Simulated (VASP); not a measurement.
# SiC (Moissanite) (P6_3mc) in VASP: further runs

One crystal, SiC (Moissanite), is run at these levels: PBE; tasks: dielectric tensor.

Everything below comes from runs of VASP 6.6.1. Logs are shortened: lines on timing, memory, paths and dates and some standing lists are left out, and cuts for length are marked.

**1. The structure**

Symmetry: P6_3mc, No. 186, hexagonal system. The conventional cell has a = 3.076 Å, b = 3.076 Å, c = 5.048 Å, α = 90.00°, β = 90.00°, γ = 120.00°. Si (site symmetry 3m) is surrounded by 4 C at 1.87 to 1.94 Å. C (site symmetry 3m) has 4 Si at 1.87 to 1.94 Å as nearest neighbours.

**2. Dielectric tensor, PBE**

File INCAR:

```
SYSTEM = SiC
PREC = Accurate
ENCUT = 650
EDIFF = 1E-8
ISMEAR = 0
SIGMA = 0.01
LREAL = .False.
LASPH = .True.
NELM = 100
ALGO = Normal
ISIF = 2
LWAVE = .False.
LCHARG = .False.
GGA = PE
LEPSILON = .True.
```

File KPOINTS:

```
Automatic mesh
0
Gamma
  4 4 2
  0 0 0
```

File POSCAR:

```
SiC
1.0
    3.0760000000      0.0000000000      0.0000000000
   -1.5380000000      2.6638941420      0.0000000000
    0.0000000000      0.0000000000      5.0480000000
Si C
2 2
Direct
    0.6666666667      0.3333333333      0.5000000000
    0.3333333333      0.6666666667      0.0000000000
    0.6666666667      0.3333333333      0.8850000000
    0.3333333333      0.6666666667      0.3850000000
```

Potentials or basis: VASP PAW PBE potentials, release 64 (Si, C).

Launch:

```console
> cat potpaw_PBE.64/Si/POTCAR potpaw_PBE.64/C/POTCAR > POTCAR
> mpirun -np 1 vasp_std > vasp.out
```

OUTCAR:

```text
SYSTEM = SiC
   PREC = Accurate
   ENCUT = 650
   EDIFF = 1E-8
   ISMEAR = 0
   LREAL = .False.
   LASPH = .True.
   NELM = 100
   ISIF = 2
   GGA = PE
   LEPSILON = .True.

 Found      8 irreducible k-points:

 Following reciprocal coordinates:
            Coordinates               Weight
  0.000000  0.000000  0.000000      1.000000
  0.250000  0.000000  0.000000      6.000000
  0.500000  0.000000  0.000000      3.000000
  0.250000  0.250000  0.000000      6.000000
  0.000000  0.000000  0.500000      1.000000
  0.250000  0.000000  0.500000      6.000000
   k-points           NKPTS =      8   k-points in BZ     NKDIM =      8   number of bands    NBANDS=     12
   number of dos      NEDOS =    301   number of ions     NIONS =      4
   total plane-waves  NPLWV =  32928
   dimension x,y,z NGX =    28 NGY =   28 NGZ =   42
   dimension x,y,z NGXF=    56 NGYF=   56 NGZF=   84
   ions per type =               2   2
   NGX,Y,Z   is equivalent  to a cutoff of  15.13, 15.13, 13.83 a.u.
   NGXF,Y,Z  is equivalent  to a cutoff of  30.27, 30.27, 27.66 a.u.
 SYSTEM =  SiC
   PREC   = accura    normal or accurate (medium, high low for compatibility)
   ISTART =      0    job   : 0-new  1-cont  2-samecut
   ICHARG =      2    charge: 1-file 2-atom 10-const
   ISPIN  =      1    spin polarized calculation?
   LNONCOLLINEAR =      F non collinear calculations
   LSORBIT =      F    spin-orbit coupling
   LASPH  =      T    aspherical Exc in radial PAW
   ENCUT  =  650.0 eV  47.77 Ry    6.91 a.u.   6.39  6.39 10.49*2*pi/ulx,y,z
   NELM   =    100;   NELMIN=  2; NELMDL= -5     # of ELM steps
   EDIFF  = 0.1E-07   stopping-criterion for ELM
   LREAL  =      F    real-space projection
   EDIFFG = 0.1E-06   stopping-criterion for IOM
   NSW    =      0    number of steps for IOM
   IBRION =     -1    ionic relax: 0-MD 1-quasi-New 2-CG
   NFREE  =      0    steps in history (QN), initial steepest desc. (CG)
   ISIF   =      2    stress and relaxation
   ISYM   =      2    0-nonsym 1-usesym 2-fastsym
   POTIM  = 0.5000    time-step for ionic-motion
   TEBEG  =    0.0;   TEEND  =   0.0 temperature during run
   PSTRESS=    0.0 pullay stress
   NELECT =      16.0000    total number of electrons
   NUPDOWN=      -1.0000    fix difference up-down
   EMIN   =  10.00;   EMAX   =-10.00  energy-range for DOS
   EFERMI =   0.00;   METHOD = LEGACY
   ISMEAR =     0;   SIGMA  =   0.01  broadening in eV -4-tet -1-fermi 0-gaus
   EFERMI_NEDOS =   21; number of points for ismear=-14 and -15
   IALGO  =     38    algorithm
   IMIX   =      4    mixing-type and parameters
     AMIX     =   0.40;   BMIX     =  1.00
     AMIX_MAG =   1.60;   BMIX_MAG =  1.00
  volume/ion in A,a.u.               =      10.34        69.78
  Fermi-wavevector in a.u.,A,eV,Ry     =   1.192817  2.254098 19.358549  1.422813
  Thomas-Fermi vector in A             =   2.328847
   LORBIT       =      0    0 simple, 1 ext, 2 COOP (PROOUT), +10 PAW based schemes
   GGA     = PE    functional components
   LHFCALC =     F    Hartree Fock is set to
   AEXX    =    0.0000 exact exchange contribution
   IVDW    =     0    specifies the selected vdW correction
   LEPSILON=     T    determine dielectric tensor
   LRPA    =     F    only Hartree local field effects (RPA)
 non-spin polarized calculation
 Gauss-broadening in eV      SIGMA  =   0.01
  energy-cutoff  :      650.00
  volume of cell :       41.36
 maximum number of plane-waves:      1578
 NGX is ok and might be reduce to    28
   NGX = 13   NGY = 13   NGZ = 21

--------------------------------------- Ionic step        1  -------------------------------------------

 number of electron      16.0000000 magnetization

 E-fermi :   8.5525     XC(G=0): -11.3402

 val. band max:        8.4353170169   @ k =   0.0000   0.0000   0.0000
 cond. band min:      11.0058173856   @ k =   0.5000   0.0000   0.0000
 fundamental gap:      2.5705003686
 Fermi energy:         8.5524663178

 k-point     1 :       0.0000    0.0000    0.0000
  band No.  band energies     occupation
      1      -7.2996      2.00000
      2      -3.7918      2.00000
      3      -0.2725      2.00000
      4       6.8782      2.00000
      5       6.8782      2.00000
      6       8.1630      2.00000
      7       8.1630      2.00000
      8       8.4353      2.00000
      9      13.0463      0.00000
     10      14.4555      0.00000
     11      14.9192      0.00000
     12      14.9192      0.00000

 k-point     2 :       0.2500    0.0000    0.0000
  band No.  band energies     occupation
      1      -6.2332      2.00000
      2      -2.9177      2.00000
      3       0.6616      2.00000
      4       3.0957      2.00000
      5       5.2156      2.00000
      6       5.6821      2.00000
      7       7.5061      2.00000
      8       7.5420      2.00000
      9      12.3070      0.00000
     10      14.1421      0.00000
     11      15.4040      0.00000
     12      16.1201      0.00000

 k-point     3 :       0.5000    0.0000    0.0000
  band No.  band energies     occupation
      1      -3.9634      2.00000
      2      -2.5024      2.00000
      3       0.4319      2.00000
      4       1.8784      2.00000
      5       2.9929      2.00000
      6       4.8872      2.00000
      7       5.1649      2.00000
      8       6.9490      2.00000
      9      11.0058      0.00000
     10      12.6185      0.00000
     11      15.1685      0.00000
     12      15.6179      0.00000

 k-point     4 :       0.2500    0.2500    0.0000
  band No.  band energies     occupation
      1      -4.2977      2.00000
      2      -2.0412      2.00000
      3       1.0651      2.00000
      4       2.2123      2.00000
      5       2.9516      2.00000
      6       3.4580      2.00000
      7       5.2125      2.00000
      8       5.7968      2.00000
      9      11.6237      0.00000
     10      15.0682      0.00000
     11      16.0290      0.00000
     12      16.2620      0.00000

 k-point     5 :       0.0000    0.0000    0.5000
  band No.  band energies     occupation
      1      -6.1107      2.00000
      2      -6.1107      2.00000
      3       3.9725      2.00000
      4       3.9725      2.00000
      5       7.4703      2.00000
      6       7.4703      2.00000
      7       7.4703      2.00000
      8       7.4703      2.00000
      9      14.1315      0.00000
     10      14.1315      0.00000
     11      15.5846      0.00000
     12      15.5846      0.00000

 k-point     6 :       0.2500    0.0000    0.5000
  band No.  band energies     occupation
      1      -5.0805      2.00000
      2      -5.0805      2.00000
      3       3.2579      2.00000
      4       3.2579      2.00000
      5       5.3643      2.00000
      6       5.3643      2.00000
      7       6.4733      2.00000
      8       6.4733      2.00000
      9      12.7799      0.00000
     10      12.7799      0.00000
     11      15.5475      0.00000
     12      15.5475      0.00000

 [... further k-points ...]

  FORCE on cell =-STRESS in cart. coord.  units (eV):
  Direction    XX          YY          ZZ          XY          YZ          ZX
  --------------------------------------------------------------------------------------
  -------------------------------------------------------------------------------------
  Total        1.3942063      1.3942063      0.0496793      0.0000000      0.0000000      0.0000000
  in kB       54.0026390     54.0026390      1.9242588      0.0000000      0.0000000      0.0000000
  external PRESSURE =      36.6431789 kB  Pullay stress =       0.0000000 kB

 VOLUME and BASIS-vectors are now :
 -----------------------------------------------------------------------------
  energy-cutoff  :      650.00
  volume of cell :       41.36
      direct lattice vectors                 reciprocal lattice vectors
     3.076000000  0.000000000  0.000000000     0.325097529  0.187695146  0.000000000
    -1.538000000  2.663894142  0.000000000     0.000000000  0.375390292  0.000000000
     0.000000000  0.000000000  5.048000000     0.000000000  0.000000000  0.198098257

 POSITION                                       TOTAL-FORCE (eV/Angst)
 -----------------------------------------------------------------------------------
      1.53800      0.88796      2.52400        -0.000000      0.000000      0.683755
     -0.00000      1.77593      0.00000        -0.000000     -0.000000      0.683755
      1.53800      0.88796      4.46748        -0.000000      0.000000     -0.683755
     -0.00000      1.77593      1.94348         0.000000     -0.000000     -0.683755
 -----------------------------------------------------------------------------------
    total drift:                               -0.000000      0.000000     -0.000037

  FREE ENERGIE OF THE ION-ELECTRON SYSTEM (eV)
  ---------------------------------------------------
  free  energy   TOTEN  =       -29.9548868794 eV

  energy  without entropy=      -29.9548868794  energy(sigma->0) =      -29.95488688

 HEAD OF MICROSCOPIC STATIC DIELECTRIC TENSOR (INDEPENDENT PARTICLE, excluding Hartree and local field effects)
 ------------------------------------------------------
           8.804979     0.000000     0.000000
           0.000000     8.804979     0.000000
           0.000000    -0.000000     7.299965
 ------------------------------------------------------

 Free energy of the ion-electron system (eV)
  ---------------------------------------------------
  ---------------------------------------------------
  free energy    TOTEN  =        -0.92684381 eV

  energy without entropy =       -0.92684381

------------------------ aborting loop because EDIFF is reached ----------------------------------------

--------------------------------------- Ionic step        2  -------------------------------------------

------------------------ aborting loop because EDIFF is reached ----------------------------------------

--------------------------------------- Ionic step        3  -------------------------------------------

 Free energy of the ion-electron system (eV)
  ---------------------------------------------------
  ---------------------------------------------------
  free energy    TOTEN  =        -0.74937601 eV

  energy without entropy =       -0.74937601

------------------------ aborting loop because EDIFF is reached ----------------------------------------

 PIEZOELECTRIC TENSOR FIELD DIRECTION 3  (e Angst)
 -----------------------------------------------------------------------------
     1.27137  0.00000  0.00000           (  0.05696  0.00000  0.00000)
     0.00000  1.27137  0.00000           (  0.00000  0.05696  0.00000)
     0.00000  0.00000 -2.00591           (  0.00000  0.00000 -0.12105)

 PIEZOELECTRIC TENSOR FIELD DIRECTION 3  (C/m^2)
 -----------------------------------------------------------------------------
     0.49245  0.00000  0.00000
     0.00000  0.49245  0.00000
     0.00000  0.00000 -0.77696

 MACROSCOPIC STATIC DIELECTRIC TENSOR (including local field effects in DFT)
 ------------------------------------------------------
           8.540368     0.000000     0.000000
           0.000000     8.540368     0.000000
           0.000000     0.000000     7.078242
 ------------------------------------------------------

 PIEZOELECTRIC TENSOR (including local field effects)  for field in x, y, z        (e  Angst)
          XX          YY          ZZ          XY          YZ          ZX
  --------------------------------------------------------------------------------
  x    -0.00000     0.00000     0.00000     0.00000     0.00000     1.51037
  y     0.00000     0.00000    -0.00000     0.00000     1.51037     0.00000
  z     1.27137     1.27137    -2.00591     0.00000     0.00000     0.00000

 PIEZOELECTRIC TENSOR (including local field effects)  for field in x, y, z        (C/m^2)
          XX          YY          ZZ          XY          YZ          ZX
  --------------------------------------------------------------------------------
  x    -0.00000     0.00000     0.00000     0.00000     0.00000     0.58502
  y     0.00000     0.00000    -0.00000     0.00000     0.58502     0.00000
  z     0.49245     0.49245    -0.77696     0.00000     0.00000     0.00000

 BORN EFFECTIVE CHARGES (including local field effects) (in |e|, cummulative output)
 ---------------------------------------------------------------------------------
 ion    1
    1     2.84200     0.00000     0.00000
    2     0.00000     2.84200    -0.00000
    3    -0.00000     0.00000     2.87439
 ion    2
    1     2.84200     0.00000     0.00000
    2     0.00000     2.84200    -0.00000
    3    -0.00000     0.00000     2.87439
 ion    3
    1    -2.84200     0.00000     0.00000
    2     0.00000    -2.84200     0.00000
    3     0.00000     0.00000    -2.87439
 ion    4
    1    -2.84200    -0.00000     0.00000
    2     0.00000    -2.84200    -0.00000
    3    -0.00000     0.00000    -2.87439
```

Run time: 70 s. Hardware: 1 thread of Intel Xeon Platinum 8259CL at 2.50GHz (Skylake/Cascade Lake), shared host; peak memory 0.19 GiB.

The run converged, but some of its settings lie outside the range that counts as converged, so its numbers aren't taken as properties of the crystal.

What came out:

| Property | Result |
| --- | --- |
| Band gap on the k mesh | 2.57 eV, indirect (least direct gap 4.06 eV) |
| Electronic dielectric tensor (diagonal) | 8.54, 8.54, 7.08 |
| Born charges (mean of the diagonal) | Si +2.85; C -2.85 e |

Caveat: the k mesh is coarse (spacing up to 0.62 Å⁻¹), so the values aren't converged.

(Continued in part 2 of 2.)
